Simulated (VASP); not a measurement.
# Sn (Immm) in VASP: a series of runs

One crystal, Sn, is run at these levels: PBE; tasks: single point.

Program: VASP 6.6.1. These are calculated values, not measurements. Logs are shortened: lines on timing, memory, paths and dates and some standing lists are left out, and cuts for length are marked.

### Step 1. The crystal as given

It takes space group Immm (No. 71, orthorhombic). Conventional cell: a = 3.453 Å, b = 3.551 Å, c = 4.677 Å, α = 90.00°, β = 90.00°, γ = 90.00°. Around Sn (site symmetry mmm) lie 12 Sn at 3.41 to 3.55 Å.

This isn't the form of Sn at room conditions, which is tetragonal (white tin).

### Step 2. Single point, PBE

Contents of INCAR:

```
SYSTEM = Sn
ADDGRID = .FALSE.
ALGO = Normal
EDIFF = 1E-7
ENCUT = 550
GGA = PE
ISIF = 2
ISMEAR = 1
LASPH = .TRUE.
LCHARG = .FALSE.
LREAL = .FALSE.
LWAVE = .FALSE.
NELM = 100
PREC = Accurate
SIGMA = 0.2
```

Contents of KPOINTS:

```
k-points
0
G
  6 6 6
  0 0 0
```

Contents of POSCAR:

```
Sn
1.0
   -1.7265390000      1.7755470000      2.3383420000
    1.7265390000     -1.7755470000      2.3383420000
    1.7265390000      1.7755470000     -2.3383420000
Sn
1
Direct
    0.0000000000      0.0000000000      0.0000000000
```

Potentials or basis: VASP PAW PBE potentials, release 64 (Sn).

The run is started by

```bash
> cat potpaw_PBE.64/Sn/POTCAR > POTCAR
> mpirun -np 1 vasp_std > vasp.out
```

OUTCAR:

```text
SYSTEM = Sn
   EDIFF = 1E-7
   ENCUT = 550
   GGA = PE
   ISIF = 2
   ISMEAR = 1
   LASPH = .TRUE.
   LREAL = .FALSE.
   NELM = 100
   PREC = Accurate

 Found     46 irreducible k-points:

 Following reciprocal coordinates:
            Coordinates               Weight
  0.000000  0.000000  0.000000      1.000000
  0.166667  0.000000 -0.000000      4.000000
  0.333333  0.000000  0.000000      4.000000
  0.500000  0.000000 -0.000000      2.000000
 -0.000000  0.166667  0.000000      4.000000
  0.166667  0.166667  0.000000      8.000000
   k-points           NKPTS =     46   k-points in BZ     NKDIM =     46   number of bands    NBANDS=      6
   number of dos      NEDOS =    301   number of ions     NIONS =      1
   total plane-waves  NPLWV =  21952
   dimension x,y,z NGX =    28 NGY =   28 NGZ =   28
   dimension x,y,z NGXF=    56 NGYF=   56 NGZF=   56
   ions per type =               1
   NGX,Y,Z   is equivalent  to a cutoff of  13.67, 13.67, 13.67 a.u.
   NGXF,Y,Z  is equivalent  to a cutoff of  27.33, 27.33, 27.33 a.u.
 SYSTEM =  Sn
   PREC   = accura    normal or accurate (medium, high low for compatibility)
   ISTART =      0    job   : 0-new  1-cont  2-samecut
   ICHARG =      2    charge: 1-file 2-atom 10-const
   ISPIN  =      1    spin polarized calculation?
   LNONCOLLINEAR =      F non collinear calculations
   LSORBIT =      F    spin-orbit coupling
   LASPH  =      T    aspherical Exc in radial PAW
   ENCUT  =  550.0 eV  40.42 Ry    6.36 a.u.   6.51  6.51  6.51*2*pi/ulx,y,z
   NELM   =    100;   NELMIN=  2; NELMDL= -5     # of ELM steps
   EDIFF  = 0.1E-06   stopping-criterion for ELM
   LREAL  =      F    real-space projection
   EDIFFG = 0.1E-05   stopping-criterion for IOM
   NSW    =      0    number of steps for IOM
   IBRION =     -1    ionic relax: 0-MD 1-quasi-New 2-CG
   NFREE  =      0    steps in history (QN), initial steepest desc. (CG)
   ISIF   =      2    stress and relaxation
   ISYM   =      2    0-nonsym 1-usesym 2-fastsym
   POTIM  = 0.5000    time-step for ionic-motion
   TEBEG  =    0.0;   TEEND  =   0.0 temperature during run
   PSTRESS=    0.0 pullay stress
   NELECT =       4.0000    total number of electrons
   NUPDOWN=      -1.0000    fix difference up-down
   EMIN   =  10.00;   EMAX   =-10.00  energy-range for DOS
   EFERMI =   0.00;   METHOD = LEGACY
   ISMEAR =     1;   SIGMA  =   0.20  broadening in eV -4-tet -1-fermi 0-gaus
   EFERMI_NEDOS =   21; number of points for ismear=-14 and -15
   IALGO  =     38    algorithm
   IMIX   =      4    mixing-type and parameters
     AMIX     =   0.40;   BMIX     =  1.00
     AMIX_MAG =   1.60;   BMIX_MAG =  1.00
  volume/ion in A,a.u.               =      28.67       193.50
  Fermi-wavevector in a.u.,A,eV,Ry     =   0.849055  1.604482  9.808370  0.720895
  Thomas-Fermi vector in A             =   1.964816
   LORBIT       =      0    0 simple, 1 ext, 2 COOP (PROOUT), +10 PAW based schemes
   GGA     = PE    functional components
   LHFCALC =     F    Hartree Fock is set to
   AEXX    =    0.0000 exact exchange contribution
   IVDW    =     0    specifies the selected vdW correction
   LEPSILON=     F    determine dielectric tensor
   LRPA    =     F    only Hartree local field effects (RPA)
 non-spin polarized calculation
 Methfessel and Paxton  Order N= 1 SIGMA  =   0.20
  energy-cutoff  :      550.00
  volume of cell :       28.67
 maximum number of plane-waves:       857
 NGX is ok and might be reduce to    28
   NGX = 13   NGY = 13   NGZ = 13

 number of electron       4.0000000 magnetization

 Free energy of the ion-electron system (eV)
  ---------------------------------------------------
  ext. energy  EPLUGINS =         0.00000000
  ---------------------------------------------------
  free energy    TOTEN  =        -3.66569389 eV

  energy without entropy =       -3.66152917  energy(sigma->0) =       -3.66430565

 E-fermi :   5.0511     XC(G=0):  -9.9611

 val. band max:        5.0374416675   @ k =   0.5000  -0.3333   0.1667
 cond. band min:       5.0546904150   @ k =   0.3333   0.3333   0.1667
 fundamental gap:      0.0172487475
 Fermi energy:         5.0511479939

 k-point     1 :       0.0000    0.0000    0.0000
  band No.  band energies     occupation
      1      -5.8199      2.00000
      2      11.9876      0.00000
      3      12.1309      0.00000
      4      12.5352      0.00000
      5      15.5933      0.00000
      6      15.8077      0.00000

 k-point     2 :       0.1667    0.0000   -0.0000
  band No.  band energies     occupation
      1      -5.2836      2.00000
      2       8.1597     -0.00000
      3      11.6719      0.00000
      4      11.6954      0.00000
      5      14.5813      0.00000
      6      16.8880      0.00000

 k-point     3 :       0.3333    0.0000    0.0000
  band No.  band energies     occupation
      1      -3.7058      2.00000
      2       3.4431      2.00000
      3      10.6183      0.00000
      4      11.1439      0.00000
      5      14.3513      0.00000
      6      15.5250      0.00000

 k-point     4 :       0.5000    0.0000   -0.0000
  band No.  band energies     occupation
      1      -1.9076      2.00000
      2       0.5488      2.00000
      3      10.2014      0.00000
      4      10.9541      0.00000
      5      14.5046      0.00000
      6      14.9738      0.00000

 k-point     5 :      -0.0000    0.1667    0.0000
  band No.  band energies     occupation
      1      -5.2609      2.00000
      2       8.5657     -0.00000
      3      11.1767      0.00000
      4      11.6641      0.00000
      5      14.3779      0.00000
      6      16.5545      0.00000

 k-point     6 :       0.1667    0.1667    0.0000
  band No.  band energies     occupation
      1      -4.3375      2.00000
      2       6.4855     -0.00000
      3       7.5741     -0.00000
      4      11.8099      0.00000
      5      15.3654      0.00000
      6      15.8664      0.00000

 [... further k-points ...]

------------------------ aborting loop because EDIFF is reached ----------------------------------------

  FORCE on cell =-STRESS in cart. coord.  units (eV):
  Direction    XX          YY          ZZ          XY          YZ          ZX
  --------------------------------------------------------------------------------------
  -------------------------------------------------------------------------------------
  Total       -0.2983456      0.3661570     -0.2391705      0.0000000      0.0000000      0.0000000
  in kB      -16.6706931     20.4597991    -13.3641569      0.0000000      0.0000000      0.0000000
  external PRESSURE =      -3.1916837 kB  Pullay stress =       0.0000000 kB

 VOLUME and BASIS-vectors are now :
 -----------------------------------------------------------------------------
  energy-cutoff  :      550.00
  volume of cell :       28.67
      direct lattice vectors                 reciprocal lattice vectors
    -1.726539000  1.775547000  2.338342000     0.000000000  0.281603359  0.213826720
     1.726539000 -1.775547000  2.338342000     0.289596702  0.000000000  0.213826720
     1.726539000  1.775547000 -2.338342000     0.289596702  0.281603359  0.000000000

 POSITION                                       TOTAL-FORCE (eV/Angst)
 -----------------------------------------------------------------------------------
      0.00000      0.00000      0.00000         0.000000     -0.000000      0.000000
 -----------------------------------------------------------------------------------
    total drift:                               -0.000000     -0.000000      0.000000

  FREE ENERGIE OF THE ION-ELECTRON SYSTEM (eV)
  ---------------------------------------------------
  free  energy   TOTEN  =        -3.6656938902 eV

  energy  without entropy=       -3.6615291683  energy(sigma->0) =       -3.66430565
```

Run time: 6.8 s. Hardware: 1 thread of Intel Xeon 6975P-C (Granite Rapids), shared host; peak memory 0.16 GiB.

These settings aren't checked as converged: the numbers below hold their error.

What came out:

```yaml
Free_energy: -3.6657 eV
Pressure: -0.3 GPa
Band_gap_on_the_k_mesh: none (metal or under the smearing width)
```

Caveat: the k mesh is coarse (spacing up to 0.42 Å⁻¹), so the values aren't converged.

### Step 3. Single point, PBE

INCAR is that of step 2.

KPOINTS is that of step 2.

Contents of POSCAR:

```
Sn
1.0
   -1.6810770000      1.7214010000      2.3373330000
    1.7271670000     -1.7623000000      2.4024190000
    1.7145940000      1.7948920000     -2.3683880000
Sn
1
Direct
    0.0245380000     -0.0183670000      0.0024320000
```

Potentials or basis: VASP PAW PBE potentials, release 64 (Sn).

The run is started by

```bash
> cat potpaw_PBE.64/Sn/POTCAR > POTCAR
> mpirun -np 1 vasp_std > vasp.out
```

OUTCAR:

```text
SYSTEM = Sn
   EDIFF = 1E-7
   ENCUT = 550
   GGA = PE
   ISIF = 2
   ISMEAR = 1
   LASPH = .TRUE.
   LREAL = .FALSE.
   NELM = 100
   PREC = Accurate

 Found    112 irreducible k-points:

 Following reciprocal coordinates:
            Coordinates               Weight
  0.000000  0.000000  0.000000      1.000000
  0.166667  0.000000  0.000000      2.000000
  0.333333  0.000000  0.000000      2.000000
  0.500000  0.000000  0.000000      1.000000
  0.000000  0.166667 -0.000000      2.000000
  0.166667  0.166667  0.000000      2.000000
   k-points           NKPTS =    112   k-points in BZ     NKDIM =    112   number of bands    NBANDS=      6
   number of dos      NEDOS =    301   number of ions     NIONS =      1
   total plane-waves  NPLWV =  21952
   dimension x,y,z NGX =    28 NGY =   28 NGZ =   28
   dimension x,y,z NGXF=    56 NGYF=   56 NGZF=   56
   ions per type =               1
   NGX,Y,Z   is equivalent  to a cutoff of  13.88, 13.52, 13.57 a.u.
   NGXF,Y,Z  is equivalent  to a cutoff of  27.75, 27.03, 27.14 a.u.
 SYSTEM =  Sn
   PREC   = accura    normal or accurate (medium, high low for compatibility)
   ISTART =      0    job   : 0-new  1-cont  2-samecut
   ICHARG =      2    charge: 1-file 2-atom 10-const
   ISPIN  =      1    spin polarized calculation?
   LNONCOLLINEAR =      F non collinear calculations
   LSORBIT =      F    spin-orbit coupling
   LASPH  =      T    aspherical Exc in radial PAW
   ENCUT  =  550.0 eV  40.42 Ry    6.36 a.u.   6.41  6.59  6.56*2*pi/ulx,y,z
   NELM   =    100;   NELMIN=  2; NELMDL= -5     # of ELM steps
   EDIFF  = 0.1E-06   stopping-criterion for ELM
   LREAL  =      F    real-space projection
   EDIFFG = 0.1E-05   stopping-criterion for IOM
   NSW    =      0    number of steps for IOM
   IBRION =     -1    ionic relax: 0-MD 1-quasi-New 2-CG
   NFREE  =      0    steps in history (QN), initial steepest desc. (CG)
   ISIF   =      2    stress and relaxation
   ISYM   =      2    0-nonsym 1-usesym 2-fastsym
   POTIM  = 0.5000    time-step for ionic-motion
   TEBEG  =    0.0;   TEEND  =   0.0 temperature during run
   PSTRESS=    0.0 pullay stress
   NELECT =       4.0000    total number of electrons
   NUPDOWN=      -1.0000    fix difference up-down
   EMIN   =  10.00;   EMAX   =-10.00  energy-range for DOS
   EFERMI =   0.00;   METHOD = LEGACY
   ISMEAR =     1;   SIGMA  =   0.20  broadening in eV -4-tet -1-fermi 0-gaus
   EFERMI_NEDOS =   21; number of points for ismear=-14 and -15
   IALGO  =     38    algorithm
   IMIX   =      4    mixing-type and parameters
     AMIX     =   0.40;   BMIX     =  1.00
     AMIX_MAG =   1.60;   BMIX_MAG =  1.00
  volume/ion in A,a.u.               =      28.67       193.50
  Fermi-wavevector in a.u.,A,eV,Ry     =   0.849055  1.604482  9.808370  0.720895
  Thomas-Fermi vector in A             =   1.964816
   LORBIT       =      0    0 simple, 1 ext, 2 COOP (PROOUT), +10 PAW based schemes
   GGA     = PE    functional components
   LHFCALC =     F    Hartree Fock is set to
   AEXX    =    0.0000 exact exchange contribution
   IVDW    =     0    specifies the selected vdW correction
   LEPSILON=     F    determine dielectric tensor
   LRPA    =     F    only Hartree local field effects (RPA)
 non-spin polarized calculation
 Methfessel and Paxton  Order N= 1 SIGMA  =   0.20
  energy-cutoff  :      550.00
  volume of cell :       28.67
 maximum number of plane-waves:       855
 NGX is ok and might be reduce to    28
   NGX = 13   NGY = 13   NGZ = 13

 number of electron       4.0000000 magnetization

 Free energy of the ion-electron system (eV)
  ---------------------------------------------------
  ext. energy  EPLUGINS =         0.00000000
  ---------------------------------------------------
  free energy    TOTEN  =        -3.66610827 eV

  energy without entropy =       -3.66414279  energy(sigma->0) =       -3.66545311

 E-fermi :   5.0576     XC(G=0):  -9.9613

 val. band max:        5.0506583819   @ k =   0.3333   0.5000   0.5000
 cond. band min:       5.0586854897   @ k =   0.3333   0.5000   0.3333
 fundamental gap:      0.0080271078
 Fermi energy:         5.0575588038

 k-point     1 :       0.0000    0.0000    0.0000
  band No.  band energies     occupation
      1      -5.8212      2.00000
      2      11.8450      0.00000
      3      12.2079      0.00000
      4      12.5717      0.00000
      5      15.6000      0.00000
      6      15.7661      0.00000

 k-point     2 :       0.1667    0.0000    0.0000
  band No.  band energies     occupation
      1      -5.2718      2.00000
      2       8.3978     -0.00000
      3      11.4068      0.00000
      4      11.6519      0.00000
      5      14.4593      0.00000
      6      16.7857      0.00000
[... 28 lines left out ...]
 k-point     6 :       0.1667    0.1667    0.0000
  band No.  band energies     occupation
      1      -4.3656      2.00000
      2       6.6645     -0.00000
      3       7.5677     -0.00000
      4      11.6805      0.00000
      5      15.1858      0.00000
      6      15.8013      0.00000

 [... further k-points ...]

------------------------ aborting loop because EDIFF is reached ----------------------------------------

  FORCE on cell =-STRESS in cart. coord.  units (eV):
  Direction    XX          YY          ZZ          XY          YZ          ZX
  --------------------------------------------------------------------------------------
  -------------------------------------------------------------------------------------
  Total       -0.2535583      0.2387211     -0.1910099      0.1187445     -0.2113340      0.1847096
  in kB      -14.1681035     13.3390435    -10.6730831      6.6351025    -11.8087367     10.3210397
  external PRESSURE =      -3.8340477 kB  Pullay stress =       0.0000000 kB

 VOLUME and BASIS-vectors are now :
 -----------------------------------------------------------------------------
  energy-cutoff  :      550.00
  volume of cell :       28.67
      direct lattice vectors                 reciprocal lattice vectors
    -1.681077000  1.721401000  2.337333000    -0.004822354  0.286321943  0.213499049
     1.727167000 -1.762300000  2.402419000     0.288499269 -0.000911461  0.208168231
     1.714594000  1.794892000 -2.368388000     0.287885548  0.281643047 -0.000369160

 POSITION                                       TOTAL-FORCE (eV/Angst)
 -----------------------------------------------------------------------------------
      1.65836     -1.68333      2.40989         0.000000      0.000000      0.000000
 -----------------------------------------------------------------------------------
    total drift:                               -0.000000      0.000000      0.000000

  FREE ENERGIE OF THE ION-ELECTRON SYSTEM (eV)
  ---------------------------------------------------
  free  energy   TOTEN  =        -3.6661082728 eV

  energy  without entropy=       -3.6641427859  energy(sigma->0) =       -3.66545311
```

stdout:

```text
POSCAR found type information on POSCAR Sn
 POSCAR found :  1 types and       1 ions
 scaLAPACK will be used
 LDA part: xc-table for (Slater+PW92), standard interpolation
 POSCAR, INCAR and KPOINTS ok, starting setup
 FFT: planning ... GRIDC
 FFT: planning ... GRID_SOFT
 FFT: planning ... GRID
 WAVECAR not read
 entering main loop
```

It took 15 s on 1 thread of Intel Xeon 6975P-C (Granite Rapids), shared host; peak memory 0.16 GiB.

These settings aren't checked as converged: the numbers below hold their error.

What came out:

- Free energy: -3.6661 eV
- Pressure: -0.4 GPa
- Band gap on the k mesh: none (metal or under the smearing width)

Caveat: the k mesh is coarse (spacing up to 0.42 Å⁻¹), so the values aren't converged.

### Step 4. For comparison

An earlier run on the cell as given: functional PBE; potentials or basis VASP PAW PBE potentials, release 64 (Sn_d); cutoff 520 eV; k mesh 11 × 11 × 11; occupations fermi-dirac, width 0.05 eV; no spin polarisation.

- Pressure: -1.1 GPa
- Band gap on the k mesh: none (metal or under the smearing width)
